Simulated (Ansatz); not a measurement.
# What DFT gives for Ta

```
Ta
1.0
    -1.69168    1.69168    1.69168
     1.69168   -1.69168    1.69168
     1.69168    1.69168   -1.69168
Ta
1
Direct
  0.00000 0.00000 0.00000
```

Single point in Ansatz 0.2.0 with r2SCAN, no spin polarisation. Cutoff 500 eV, PAW datasets, 14×14×14 Γ-centred k mesh, fermi-dirac filling (width 0.1 eV).

What does the stress say?

The pressure is -12.5 GPa (compression positive), so with the atoms held at these fractions the cell would first shrink.

Is there a gap?

It is a metal, with about 1.5 states/eV a cell as the mean within 0.25 eV of the Fermi level, mostly Ta d (84 %).

Describe some of the short contacts.

Ta–Ta at 2.93 Å: least valence density 0.28 e/Å³ and ELF 0.31 there. These are pseudo-fields; inside the PAW spheres they differ from the all-electron ones.

Origin: a known structure type with other elements, at an estimated volume, so it need not be a known compound. Caveats: many states at the Fermi level without spin polarisation, so a magnetic state may lie lower.
